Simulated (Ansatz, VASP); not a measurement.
# Cross-check of In3Ga5O12 (Ga1.2In0.8O3, beta-Ga2O3 type) between VASP and Ansatz, part 3 of 3

Wanted: the spread between two codes on one cell, functional and k mesh. The cell is invented: As first built, before any earlier steps moved the atoms (in the runner's words): 1x2x1 conventional cells of the Ga2O3 type (40 atoms: 24 O, 10 Ga, 6 In); Ga/In share their sites, the best of 600 random draws by like-pair counts in two shells; start lattice of Ga2O3; atoms moved at random by 0.02 A. It may not be a known or stable phase. Of the first pair: The structure shown is the end of the Ansatz relaxation below.

VASP 6.6.1 and Ansatz 0.2.0.

So far. Step 3 (VASP: single point, PBE, relaxed cell, pair 1): The run ends at a pressure of 0.48 GPa, with forces up to 0.062 eV/Å. Step 6 (VASP: single point, PBE, start cell, pair 2): The run ends at a pressure of 43.86 GPa, with forces up to 6.5 eV/Å.

**9. VASP: single point, PBE, relaxed cell, pair 3**

Level of this step: PBE; plane waves and PAW (O, Ga_d, In_d); invented cell (VASP).

The same cell, functional, mesh and smearing now go to VASP, with its own data sets.

The input, INCAR:

```
SYSTEM = In3Ga5O12
PREC = Accurate
ENCUT = 600
EDIFF = 1E-06
NELM = 120
ISMEAR = -1
SIGMA = 0.01
LREAL = Auto
ALGO = Normal
GGA = PE
NBANDS = 204
LORBIT = 11
LWAVE = .FALSE.
LCHARG = .FALSE.
ISIF = 2
ISYM = 0
LASPH = .TRUE.
GGA_COMPAT = .FALSE.
EFERMI = MIDGAP
KPAR = 4
```

The input, POSCAR:

```
In3Ga5O12
1.0
   12.8242160000      0.0019450000      0.0870360000
    0.0009670000      6.4487200000      0.0080320000
   -1.4151160000      0.0072240000      5.9165980000
O Ga In
24 10 6
Direct
    0.1631400000      0.0010200000      0.1073400000
    0.3243300000      0.2340500000      0.8658100000
    0.1694900000      0.0005200000      0.5613600000
    0.3153800000      0.2349700000      0.4290000000
    0.5111700000      0.0001600000      0.2796400000
    0.0085100000      0.2506400000      0.7555100000
    0.6606700000      0.2335700000      0.1010100000
    0.8450800000      0.0197000000      0.9040800000
    0.6787500000      0.2341600000      0.5772200000
    0.8268200000      0.0096000000      0.4272700000
    0.0049300000      0.2276800000      0.2719600000
    0.5006300000      0.0013400000      0.7482400000
    0.1565200000      0.4993000000      0.1122100000
    0.3270300000      0.7656900000      0.8666400000
    0.1615800000      0.4998800000      0.5503000000
    0.3137700000      0.7653900000      0.4285900000
    0.4937800000      0.4996500000      0.2859700000
    0.0174000000      0.7512200000      0.7586300000
    0.6649500000      0.7660400000      0.1000000000
    0.8327300000      0.4845400000      0.8896900000
    0.6706900000      0.7646600000      0.5680000000
    0.8316900000      0.4847400000      0.4573100000
    0.9991500000      0.7717100000      0.2605300000
    0.5164100000      0.4992300000      0.7684900000
    0.0936200000      0.0041700000      0.7981600000
    0.1564300000      0.2432100000      0.3110200000
    0.3322400000      0.0001000000      0.6684400000
    0.5923800000      0.2407300000      0.7939800000
    0.9126500000      0.0056900000      0.2087500000
    0.6644200000      0.0010500000      0.3126900000
    0.8443800000      0.2517500000      0.6953200000
    0.0923700000      0.4973900000      0.7975200000
    0.1536800000      0.7575000000      0.3099000000
    0.5893600000      0.7593300000      0.7950300000
    0.4079400000      0.2402400000      0.1887700000
    0.4076400000      0.7601900000      0.1919700000
    0.3399900000      0.5000600000      0.6658600000
    0.9206900000      0.4952600000      0.2125000000
    0.6602800000      0.4981000000      0.3157900000
    0.8456300000      0.7552500000      0.6934600000
```

The input, KPOINTS:

```
Points of the shifted mesh
18
Reciprocal
 0.2500000000  0.0000000000  0.0000000000 1
 0.2500000000  0.0000000000  0.3333333333 1
 0.2500000000  0.0000000000  0.6666666667 1
 0.2500000000  0.3333333333  0.0000000000 1
 0.2500000000  0.3333333333  0.3333333333 1
 0.2500000000  0.3333333333  0.6666666667 1
 0.2500000000  0.6666666667  0.0000000000 1
 0.2500000000  0.6666666667  0.3333333333 1
 0.2500000000  0.6666666667  0.6666666667 1
 0.7500000000  0.0000000000  0.0000000000 1
 0.7500000000  0.0000000000  0.3333333333 1
 0.7500000000  0.0000000000  0.6666666667 1
 0.7500000000  0.3333333333  0.0000000000 1
 0.7500000000  0.3333333333  0.3333333333 1
 0.7500000000  0.3333333333  0.6666666667 1
 0.7500000000  0.6666666667  0.0000000000 1
 0.7500000000  0.6666666667  0.3333333333 1
 0.7500000000  0.6666666667  0.6666666667 1
```

PAW data sets: O, Ga_d and In_d (PBE family, release 64).

Command:

```
mpirun -np 4 vasp_std
```

Numbers of over 12 decimals in the logs are rounded to 6 here.

What it wrote:

```text
[... set-up lines as in an earlier step ...]
 entering main loop
       N       E                     dE             d eps       ncg     rms          rms(c)
DAV:   1     0.751550172314E+04    0.75155E+04   -0.14666E+05  7720   0.312E+03
DAV:   2     0.194146526660E+04   -0.55740E+04   -0.52147E+04  7344   0.980E+02
DAV:   3     0.772541532120E+02   -0.18642E+04   -0.17597E+04  8872   0.386E+02
DAV:   4    -0.240601720585E+03   -0.31786E+03   -0.30862E+03  8976   0.161E+02
[...]
DAV:  18    -0.230020911171E+03   -0.84525E-07   -0.42274E-05 11000   0.559E-02    0.545E-03
DAV:  19    -0.230020912045E+03   -0.87417E-06   -0.18059E-05  8000   0.216E-02    0.287E-03
DAV:  20    -0.230020912222E+03   -0.17718E-06   -0.72659E-06  5952   0.139E-02
   1 F= -.23002091E+03 E0= -.23002091E+03  d E =0.000000E+00
```

From OUTCAR (step 9):

```text
  Total        1.0740847      1.4091143      1.0795998     -0.0015496      0.0117752      0.1019452
  in kB        3.5113085      4.6065595      3.5293382     -0.0050660      0.0384946      0.3332708
  external PRESSURE =       3.8824020 kB  Pullay stress =       0.0000000 kB

 POSITION                                       TOTAL-FORCE (eV/Angst)
 -----------------------------------------------------------------------------------
      1.94025      0.00767      0.64929         0.026138      0.002060     -0.011771
      2.93428      1.51621      5.15276        -0.024830      0.006851      0.002059
      1.37919      0.00774      3.33610        -0.012215      0.000098     -0.014297
      3.43764      1.51897      2.56756         0.012828      0.008342      0.007367
      6.15963      0.00405      1.69901         0.010981     -0.001220      0.015574
     -0.95976      1.62178      4.47280        -0.011083     -0.003569     -0.006507
      8.32986      1.50824      0.65701         0.012985      0.011772     -0.006693
      9.55813      0.13521      5.42279        -0.015496     -0.008863      0.010489
      7.88783      1.51552      3.47614         0.000023      0.002307     -0.022625
      9.99869      0.06660      2.60003         0.004869     -0.002063      0.022071
     -0.32141      1.47022      1.61134        -0.001285     -0.019194      0.006364
      5.36134      0.01502      4.47062        -0.025658      0.001893     -0.011288
      1.84894      3.22096      0.68153         0.020449      0.002322      0.003619
      2.96825      4.94462      5.16217        -0.020239     -0.007465      0.001081
[...]
-----------------------------------------------------------------------------------
    total drift:                                0.046957     -0.010212      0.009701

  FREE ENERGIE OF THE ION-ELECTRON SYSTEM (eV)
  ---------------------------------------------------
  free  energy   TOTEN  =      -230.0209122222 eV

  energy  without entropy=     -230.0209122222  energy(sigma->0) =     -230.02091222

[... 1 part as in an earlier step ...]

[... 2 further parts left out ...]
[key lines of the parts left out:]
E-fermi :   4.6676
```

The run ends at a pressure of 0.39 GPa, with forces up to 0.029 eV/Å.

**10. Side by side**

What differs besides the data sets and the points named for the pairs above, as far as they apply: the cutoff is 420 eV in Ansatz and 600 eV in VASP (PREC = Accurate, projectors in real space). Total energies have different zeros and are not compared.

Both answers:

```tsv
quantity	Ansatz	VASP	difference
pressure (GPa)	0.02	0.39	-0.37
gap on the k mesh (eV)	1.527	1.514	+0.014
```

At this near-relaxed geometry the largest component of a force difference is 32 meV/Å. A gap on the mesh is an upper bound, since the band edges may lie between its points.

**11. Results**

```yaml
r_m_s_force_difference_single_point_pbe_relaxed_cell_pair_1: 19 meV/Å
r_m_s_force_difference_single_point_pbe_start_cell_pair_2: 0.91 % of the r.m.s. force
difference_in_gap_on_the_k_mesh_single_point_pbe_relaxed_cell_pair_3: 0.014 eV
r_m_s_force_difference_single_point_pbe_relaxed_cell_pair_3: 11 meV/Å
```

**Reading.** The r.m.s. force difference is 19 meV/Å (single point, PBE, relaxed cell, pair 1), beyond the 12 meV/Å picked in this series as the mark of a large difference. Ansatz's own log doubts the convergence of its single point, PBE, relaxed cell, pair 1 run, which may account for the difference. 1 further run of this series is not shown here. Such differences can come from data sets, numerical settings and the points named under the comparisons, not from the functional's error against experiment.

[Lines on the potential files, build, host, timing and source positions are cut from VASP's logs without a mark.]

[Logs are printed without paths, hosts, clocks, repeated set-up lines and the standing remarks that a program may print on its own settings, such as how far it seeks lower states.]

[Hosts, paths, dates, database ids (printed as entryN), source tags and the programs' standing remarks are cut or masked in the printed files.]
